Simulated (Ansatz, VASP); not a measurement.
**B32N31 (V_N): VASP beside Ansatz**

Aim: how closely do two programs agree when they are given the same cell, functional and k mesh? The cell is taken from a series of runs on this material, whose earlier steps may have relaxed, scaled, displaced or heated it; both programs get it as it stands.

Method: plane waves, with VASP 6.6.1 beside it; single point at LDA, in Ansatz 0.2.0.

## Step 1: Starting point

The cell holds 63 atoms: 32 B and 31 N. Its edges and angles: a = 7.161 Å, b = 7.161 Å, c = 7.161 Å, α = 90.0°, β = 90.0°, γ = 90.0°. It derives from BN (BN (F-43m)). Nearest the centre at fractional (0.375, 0.375, 0.375): B29 at 1.65 Å, B18 at 1.66 Å, B8 at 1.66 Å, B11 at 1.66 Å, N53 at 2.51 Å, N56 at 2.51 Å, N48 at 2.51 Å, N46 at 2.51 Å. The cell carries charge +1.

As a file:

```cif
data_structure
_symmetry_space_group_name_H-M 'P 1'
_symmetry_Int_Tables_number 1
_cell_length_a 7.1611
_cell_length_b 7.1611
_cell_length_c 7.1611
_cell_angle_alpha 90.000
_cell_angle_beta 90.000
_cell_angle_gamma 90.000
_cell_volume 367.23
loop_
_atom_site_label
_atom_site_type_symbol
_atom_site_fract_x
_atom_site_fract_y
_atom_site_fract_z
_atom_site_occupancy
B1 B 0.99943 0.99996 0.99955 1
B2 B 0.99925 0.25043 0.25003 1
B3 B 0.24991 0.99977 0.25003 1
B4 B 0.24991 0.25043 0.99936 1
B5 B 0.99880 0.99932 0.50072 1
B6 B 0.99880 0.24886 0.75026 1
B7 B 0.24833 0.99932 0.75025 1
B8 B 0.24073 0.24127 0.50834 1
B9 B 0.99879 0.50113 0.99892 1
B10 B 0.99879 0.75067 0.24845 1
B11 B 0.24071 0.50875 0.24083 1
B12 B 0.24832 0.75066 0.99892 1
B13 B 0.99924 0.49955 0.49915 1
B14 B 0.99943 0.75002 0.74962 1
B15 B 0.24990 0.49955 0.74980 1
B16 B 0.24990 0.75021 0.49915 1
B17 B 0.50061 0.99931 0.99891 1
B18 B 0.50823 0.24122 0.24084 1
B19 B 0.75014 0.99931 0.24845 1
B20 B 0.75014 0.24884 0.99891 1
B21 B 0.49902 0.99977 0.49915 1
B22 B 0.49903 0.25043 0.74980 1
B23 B 0.74950 0.99995 0.74962 1
B24 B 0.74969 0.25043 0.49915 1
B25 B 0.49902 0.49955 0.99936 1
B26 B 0.49903 0.75021 0.25003 1
B27 B 0.74968 0.49955 0.25003 1
B28 B 0.74950 0.75002 0.99955 1
B29 B 0.50819 0.50871 0.50832 1
B30 B 0.50059 0.75065 0.75025 1
B31 B 0.75012 0.50112 0.75025 1
B32 B 0.75012 0.75065 0.50072 1
N33 N 0.12596 0.12648 0.37442 1
N34 N 0.12595 0.37483 0.12608 1
N35 N 0.37431 0.12648 0.12608 1
N36 N 0.12457 0.12509 0.87487 1
N37 N 0.12593 0.37515 0.62312 1
N38 N 0.37463 0.12647 0.62311 1
N39 N 0.37447 0.37499 0.87459 1
N40 N 0.12594 0.62351 0.37475 1
N41 N 0.12457 0.87527 0.12469 1
N42 N 0.37462 0.62351 0.12607 1
N43 N 0.37447 0.87499 0.37459 1
N44 N 0.12456 0.62489 0.87431 1
N45 N 0.12457 0.87471 0.62449 1
N46 N 0.37430 0.62351 0.62310 1
N47 N 0.37446 0.87499 0.87459 1
N48 N 0.62299 0.12647 0.37474 1
N49 N 0.62297 0.37514 0.12607 1
N50 N 0.87475 0.12509 0.12469 1
N51 N 0.87446 0.37499 0.37459 1
N52 N 0.62436 0.12508 0.87431 1
N53 N 0.62298 0.37482 0.62310 1
N54 N 0.87419 0.12509 0.62448 1
N55 N 0.87446 0.37499 0.87459 1
N56 N 0.62298 0.62350 0.37442 1
N57 N 0.62436 0.87471 0.12469 1
N58 N 0.87418 0.62489 0.12469 1
N59 N 0.87446 0.87499 0.37459 1
N60 N 0.62436 0.62488 0.87487 1
N61 N 0.62436 0.87526 0.62448 1
N62 N 0.87474 0.62489 0.62449 1
N63 N 0.87446 0.87499 0.87459 1
```

## Step 2: VASP: single point, LDA

A single point gives forces, pressure and levels at one fixed geometry, so differences don't come from the geometry; what else differs is listed under the comparison.

Lines of VASP's logs that name or quote its potential files are left out, and so is its time.

File INCAR:

```
SYSTEM = B32N31
PREC = Accurate
ENCUT = 520
EDIFF = 1E-06
NELM = 120
ISMEAR = -1
SIGMA = 0.01
LREAL = Auto
ALGO = Normal
GGA = CA
NELECT = 250
NBANDS = 169
LORBIT = 11
LWAVE = .FALSE.
LCHARG = .FALSE.
ISIF = 2
LASPH = .TRUE.
GGA_COMPAT = .FALSE.
EFERMI = MIDGAP
```

File POSCAR:

```
B32N31
1.0
    7.1611229316      0.0000000000      0.0000000000
    0.0000000000      0.0000000000     -7.1611229316
    0.0000000000      7.1611229316      0.0000000000
B N
32 31
Direct
    0.9994342379      0.9999561889      0.9995481658
    0.9992472360      0.2504278043      0.2500305582
    0.2499052386      0.9997677220      0.2500303866
    0.2499072513      0.2504307895      0.9993639640
    0.9988049327      0.9993235320      0.5007233130
    0.9987962944      0.2488571355      0.7502566731
    0.2483325002      0.9993197435      0.7502531301
    0.2407290933      0.2412749667      0.5083381788
    0.9987925177      0.5011340676      0.9989185364
    0.9987915823      0.7506665657      0.2484484579
    0.2407091943      0.5087537454      0.2408324925
    0.2483242492      0.7506573343      0.9989182964
    0.9992427011      0.4995505649      0.4991526418
    0.9994257583      0.7500210981      0.7496171931
    0.2498971802      0.4995501798      0.7498041949
    0.2499026922      0.7502050466      0.4991495891
    0.5006100810      0.9993102441      0.9989133012
    0.5082335975      0.2412211753      0.2408388305
    0.7501405717      0.9993134115      0.2484460718
    0.7501386368      0.2488373355      0.9989132608
    0.4990215009      0.9997695872      0.4991527663
    0.4990265866      0.2504259187      0.7498010877
    0.7495012165      0.9999486440      0.7496155203
    0.7496881338      0.2504266574      0.4991516864
    0.4990222178      0.4995464456      0.9993585161
    0.4990280545      0.7502107448      0.2500287398
    0.7496847556      0.4995494051      0.2500278343
    0.7494977177      0.7500207803      0.9995484943
    0.5081859135      0.5087144135      0.5083181239
    0.5005895895      0.7506531635      0.7502504753
    0.7501231346      0.5011201192      0.7502509095
    0.7501232292      0.7506509338      0.5007201893
    0.1259558652      0.1264771714      0.3744233607
    0.1259512860      0.3748296079      0.1260777806
    0.3743057294      0.1264755140      0.1260757416
    0.1245682456      0.1250923728      0.8748653888
    0.1259306086      0.3751479961      0.6231191216
    0.3746259515      0.1264693074      0.6231106875
    0.3744651304      0.3749888187      0.8745901290
    0.1259431211      0.6235121407      0.3747473980
    0.1245700478      0.8752697193      0.1246899310
    0.3746249878      0.6235075324      0.1260673452
    0.3744658091      0.8749926502      0.3745873864
    0.1245615345      0.6248867076      0.8743073291
    0.1245659393      0.8747077459      0.6244862978
    0.3742989328      0.6235073832      0.6231035724
    0.3744608580      0.8749880521      0.8745904831
    0.6229901919      0.1264657019      0.3747447193
    0.6229746158      0.3751446798      0.1260730270
    0.8747473046      0.1250896605      0.1246877440
    0.8744628245      0.3749897833      0.3745880441
    0.6243645439      0.1250837786      0.8743055179
    0.6229831130      0.3748222332      0.6231046728
    0.8741859546      0.1250885266      0.6244835000
    0.8744607028      0.3749871216      0.8745947150
    0.6229758305      0.6235015444      0.3744207822
    0.6243633154      0.8747063161      0.1246885727
    0.8741847712      0.6248891579      0.1246897081
    0.8744637808      0.8749901259      0.3745902171
    0.6243551980      0.6248839101      0.8748660067
    0.6243588824      0.8752643880      0.6244834668
    0.8747363394      0.6248852542      0.6244877521
    0.8744641101      0.8749889522      0.8745854898
```

File KPOINTS:

```
Automatic mesh
0
Gamma
1 1 1
0 0 0
```

PAW data sets: B and N (LDA family, release 64).

Started as:

```
export OMP_NUM_THREADS=3
mpirun -np 1 vasp_gam
```

Numbers of over 12 decimals in the logs are rounded to 6 here.

The log of the run:

```text
[banner, memory and clock lines left out]
running    1 mpi-ranks, on    1 nodes
[...]
Offloading initialized ...    1 GPUs detected
[...]
LDA part: xc-table for (Slater(with rela. corr.)+CA(PZ))
 , standard interpolation
 POSCAR, INCAR and KPOINTS ok, starting setup
[...]
entering main loop
       N       E                     dE             d eps       ncg     rms          rms(c)
DAV:   1     0.195042018476E+04    0.19504E+04   -0.15519E+05   338   0.154E+03
DAV:   2    -0.505545874744E+03   -0.24560E+04   -0.23296E+04   443   0.377E+02
DAV:   3    -0.649376359071E+03   -0.14383E+03   -0.14269E+03   420   0.930E+01
DAV:   4    -0.651510463568E+03   -0.21341E+01   -0.21281E+01   412   0.119E+01
DAV:   5    -0.651541086276E+03   -0.30623E-01   -0.30591E-01   420   0.131E+00BRMIX: very serious problems
 the old and the new charge density differ
 old charge density:   251.00000 new  249.99999
    0.375E+01
DAV:   6    -0.618367714174E+03    0.33173E+02   -0.96809E+01   388   0.212E+01    0.175E+01
DAV:   7    -0.614858436891E+03    0.35093E+01   -0.49239E+00   404   0.530E+00    0.102E+01
DAV:   8    -0.613860519899E+03    0.99792E+00   -0.18151E+00   372   0.314E+00    0.105E+00
DAV:   9    -0.613835035535E+03    0.25484E-01   -0.80408E-02   404   0.681E-01    0.512E-01
DAV:  10    -0.613834300231E+03    0.73530E-03   -0.92196E-03   412   0.248E-01    0.139E-01
DAV:  11    -0.613834019179E+03    0.28105E-03   -0.16110E-03   412   0.101E-01    0.526E-02
DAV:  12    -0.613834019762E+03   -0.58295E-06   -0.20912E-04   420   0.398E-02    0.290E-02
DAV:  13    -0.613834019456E+03    0.30557E-06   -0.27484E-05   404   0.124E-02    0.133E-02
DAV:  14    -0.613834020016E+03   -0.55993E-06   -0.16097E-06   284   0.430E-03
   1 F= -.61383402E+03 E0= -.61383402E+03  d E =0.000000E+00
```

OUTCAR, selected parts (step 2):

```text
  Total      -10.2648295    -10.2643113    -10.2630271     -0.0101159      0.0040407      0.0137679
  in kB      -44.7835930    -44.7813323    -44.7757294     -0.0441337      0.0176288      0.0600667
  external PRESSURE =     -44.7802182 kB  Pullay stress =       0.0000000 kB

 POSITION                                       TOTAL-FORCE (eV/Angst)
 -----------------------------------------------------------------------------------
      7.15707      7.15789     -7.16081        -0.000081      0.000560     -0.000440
      7.15573      1.79050     -1.79334         0.002431     -0.002245      0.000956
      1.78960      1.79050     -7.15946        -0.000965     -0.002806     -0.002853
      1.78962      7.15657     -1.79337        -0.001752      0.004210      0.001551
      7.15256      3.58574     -7.15628        -0.000341     -0.002375     -0.001562
      7.15250      5.37268     -1.78210        -0.000334      0.000286      0.000739
      1.77834      5.37265     -7.15625        -0.000803     -0.000022     -0.001017
      1.72389      3.64027     -1.72780         0.015028     -0.015236     -0.010344
      7.15248      7.15338     -3.58868         0.000490      0.001044      0.003415
      7.15247      1.77917     -5.37562         0.000510      0.000983      0.001120
      1.72375      1.72463     -3.64325         0.014829      0.015991      0.017648
      1.77828      7.15338     -5.37555         0.000654      0.000094      0.000291
      7.15570      3.57449     -3.57734         0.000011      0.000848     -0.001846
      7.15701      5.36810     -5.37099         0.002112     -0.000290      0.000479
[...]
-----------------------------------------------------------------------------------
    total drift:                                0.019732      0.014692     -0.003923

  FREE ENERGIE OF THE ION-ELECTRON SYSTEM (eV)
  ---------------------------------------------------
  free  energy   TOTEN  =      -613.8340200161 eV

  energy  without entropy=     -613.8340200161  energy(sigma->0) =     -613.83402002

[... 3 further parts left out ...]
[key lines of the parts left out:]
E-fermi :   9.7516
```

The run ends at a pressure of -4.48 GPa, with forces up to 0.028 eV/Å.

(Continued in part 2 of 2.)

[Lines on the potential files, build, host, timing and source positions are cut from VASP's logs without a mark.]

[Logs are printed without paths, hosts, clocks, repeated set-up lines and the standing remarks that a program may print on its own settings, such as how far it seeks lower states.]

[Hosts, paths, dates, database ids (printed as entryN), source tags and the programs' standing remarks are cut or masked in the printed files.]
